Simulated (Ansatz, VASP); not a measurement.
# MgI2: VASP beside Ansatz

File INCAR:

```
SYSTEM = MgI2
ALGO = Normal
EDIFF = 1E-6
ENCUT = 520
GGA = PE
ISIF = 2
ISMEAR = 0
LASPH = .True.
LCHARG = .True.
LELF = .True.
LREAL = .False.
LVHAR = .True.
LWAVE = .False.
NBANDS = 15
NELM = 60
PREC = Accurate
SIGMA = 0.05
```

Contents of KPOINTS:

```
k-points
0
Gamma
  6 6 4
  0 0 0
```

POSCAR

```
MgI2
1.0
    4.2072027146      0.0000000000      0.0000000000
   -2.1036013573      3.6435444297      0.0000000000
    0.0000000000      0.0000000000      7.8117229395
Mg I
1 2
Direct
    0.0000000000      0.0000000000      0.0000000000
    0.3333333333      0.6666666667      0.7820264016
    0.6666666667      0.3333333333      0.2179735984
```

Input for Ansatz:

```yaml
crystal:
  lattice:
    - [4.2072027146, 0.0, 0.0]
    - [-2.1036013573, 3.6435444297, 0.0]
    - [0.0, 0.0, 7.8117229395]
  atoms:
    - { symbol: Mg, position: [0.0, 0.0, 0.0] }
    - { symbol: I, position: [0.3333333333, 0.6666666667, 0.7820264016] }
    - { symbol: I, position: [0.6666666667, 0.3333333333, 0.2179735984] }
basis:
  ecutwfc: 520.0
kpoints:
  mp_grid: { grid: [6, 6, 4] }
hamiltonian:
  xc: pbe
scf:
  occupations: { method: gaussian, width: 0.05 }
output:
  forces: true
  stress: true
  eigenvalues: true
```

Alike in both runs: task single point; functional PBE; k mesh 6 × 6 × 4; occupations gaussian, width 0.05 eV; no spin polarisation.

|  | VASP | Ansatz |
| --- | --- | --- |
| version | VASP 6.6.1 | Ansatz 0.2.0 |
| potentials or method | VASP PAW PBE potentials, release 64 (Mg, I) | scalar-relativistic, plane waves, PAW |
| plane-wave cutoff (eV) | 520 | 520 |
| valence electrons in the cell | 16 | 44 |

|  | VASP | Ansatz | Ansatz less VASP |
| --- | --- | --- | --- |
| gap on the k mesh at the Fermi level (eV) | 3.54 | 3.56 | +0.017 |
| least direct gap on the mesh (eV) | 3.62 | 3.64 | +0.015 |
| pressure (GPa) | -0.4 | -0.4 | +0.05 |
| largest component of the traceless stress (GPa) | 0.23 | 0.24 | +0.006 |
| rms of the force components (eV/Å) | 0.070 | 0.066 | -0.0046 |

Atom by atom the forces differ by 0.005 eV/Å (rms over components). With one functional, cell and mesh, what is left measures potentials, basis and numerics. The two sets of potentials don't hold the same shells in valence.

Caveats: spin-orbit coupling is left out, which moves the levels of the heavy elements; this functional lacks dispersion, which binds the layers, so the pressure and a relaxed spacing across them are unreliable. A k mesh can miss the band edges.
